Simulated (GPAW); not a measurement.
Wanted: an ASE script for a GPAW 26.7.0 run.

```yaml
Task: relaxation of cell and atoms
Functional: PBEsol
Potentials_or_basis: PAW data sets generated in the run's folder for this functional
Cutoff: 600 eV
Basis: pw
k_mesh: 9 × 9 × 9
Occupations: fermi-dirac, width 0.05 eV
Spin: no spin polarisation
Target_pressure: 20 GPa
Maxiter: 150
Optimizer: BFGS
Fmax: 0.02 eV/Å
Max_steps: 60
Target_pressure: 20 GPa
Convergence: density=1e-05 forces=0.0001
```

The system is AlPt.

```
CELL_PARAMETERS angstrom
3.09155 0.00000 0.00000
0.00000 3.09155 0.00000
0.00000 0.00000 3.09155
ATOMIC_POSITIONS crystal
Pt 0.50000 0.50000 0.50000
Al 0.00000 0.00000 0.00000
```

Measurements of this composition are mostly on another form, of space group No. 198.

The input as run:

run.py

```python
from ase import Atoms
from ase.filters import FrechetCellFilter
from ase.io import write
from ase.optimize import BFGS
from ase.units import GPa
from gpaw import GPAW, PW, setup_paths

setup_paths.insert(0, '.')

atoms = Atoms(['Pt', 'Al'],
              cell=[[3.091546, 0.0, 0.0],
                    [0.0, 3.091546, 0.0],
                    [0.0, 0.0, 3.091546]],
              scaled_positions=[[0.5, 0.5, 0.5],
                                [0.0, 0.0, 0.0]],
              pbc=True)

calc = GPAW(mode=PW(600),
            xc='PBEsol',
            kpts={'size': (9, 9, 9), 'gamma': True},
            occupations={'name': 'fermi-dirac', 'width': 0.05},
            nbands=20,
            convergence={'density': 1e-05, 'forces': 0.0001},
            maxiter=150,
            txt='gpaw.txt')
atoms.calc = calc
opt = BFGS(FrechetCellFilter(atoms, scalar_pressure=20 * GPa), trajectory='relax.traj', logfile='-')
done = opt.run(fmax=0.02, steps=60)
calc.write('gs.gpw')
write('result.traj', atoms)
print('Converged:', done)
print('Cell:', atoms.cell.cellpar().round(4))
print('Volume:', round(atoms.get_volume(), 4))
print(atoms.get_scaled_positions().round(5))
```

Potentials or basis: PAW data sets generated in the run's folder for this functional, pw.

Run with:

```bash
$ gpaw-setup -f PBEsol Al Pt
$ OMP_NUM_THREADS=1 python run.py
```

Results of the run:

```yaml
Relaxed_volume: 13.25 Å³/atom
Relaxed_cell: a = 2.981 Å, b = 2.981 Å, c = 2.981 Å, α = 90.00°, β = 90.00°, γ = 90.00°
Space_group_after_relaxing_to_0.05_Å: Pm-3m (No. 221)
Energy_change_on_relaxing_the_enthalpy_is_what_falls: +57.9 meV/atom
Ionic_steps: 4
Pressure_after_relaxing: 19.8 GPa
Band_gap_on_the_k_mesh: none (metal or under the smearing width)
```

Caveat: later steps reuse the first step's grids.

It took 34 s on 1 thread of Intel(R) Xeon(R) 6975P-C (Granite Rapids) (shared host), peak memory 0.18 GiB.
